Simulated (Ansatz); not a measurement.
**BaS: distorted cells**

Method: Ansatz 0.2.0, DFT PBEsol, scalar-relativistic, plane waves, PAW.

Cutoff 420 eV; k points 8×8×8 on the computed 2-atom cell (Γ-centred); Gaussian smearing, width 0.02 eV; no spin polarisation.

Reference cell:

```xyz
2
Lattice="0.0000 3.1938 3.1937 3.1938 0.0000 3.1938 3.1938 3.1938 0.0000" Properties=species:S:1:pos:R:3 pbc="T T T"
Ba    0.0000    0.0000    0.0000
S     3.1938    3.1937    3.1938
```

Each variant moves atoms of this cell by the vectors given, if any (Å), and then applies a symmetric strain (tensor components, Cartesian axes). The reference cell isn't relaxed at this level. Energies are per atom at zero smearing, counted from the lowest variant. Pressure is positive in compression.

1. strain (xx yy zz yz xz xy, %) -0.50 -0.50 -0.50 2.00 -2.00 2.00; moves: Ba1 (-0.087, 0.087, -0.087); S2 (0.087, -0.087, 0.087)
2. strain (xx yy zz yz xz xy, %) 2.81 2.81 2.81 0.00 0.00 0.00
3. strain (xx yy zz yz xz xy, %) -0.04 -0.04 -9.04 0.00 0.00 0.00
4. strain (xx yy zz yz xz xy, %) -1.33 -1.33 -1.33 0.00 0.00 0.00
5. no strain; moves: Ba1 (0.000, 0.000, 0.150)
6. strain (xx yy zz yz xz xy, %) -1.42 -1.42 -1.42 0.00 0.00 0.00
7. no strain; moves: Ba1 (0.000, 0.000, 0.045)
8. strain (xx yy zz yz xz xy, %) -0.83 -0.83 -0.83 0.00 0.00 0.00

| variant | ΔE (meV/atom) | P (GPa) | largest force (eV/Å) | gap on mesh (eV) | space group |
| --- | --- | --- | --- | --- | --- |
| 1 | 45.5 | 0.15 | 0.52 | 2.34 | R3m |
| 2 | 50.2 | -3.97 | 0.00 | 2.19 | Fm-3m |
| 3 | 98.7 | 5.21 | 0.00 | 1.46 | I4/mmm |
| 4 | 0.9 | 0.67 | 0.00 | 2.01 | Fm-3m |
| 5 | 13.6 | -0.93 | 0.29 | 2.12 | I4mm |
| 6 | 1.3 | 0.80 | 0.00 | 2.01 | Fm-3m |
| 7 | ? | ? | ? | ? | ? |
| 8 | ? | ? | ? | ? | ? |

Give the withheld rows.

```tsv
variant	ΔE (meV/atom)	P (GPa)	largest force (eV/Å)	gap on mesh (eV)	space group
7	4.0	-1.13	0.08	2.08	I4mm
8	0.0	-0.06	0.00	2.04	Fm-3m
```

Spin-orbit coupling is left out, which matters for the bands of heavy elements.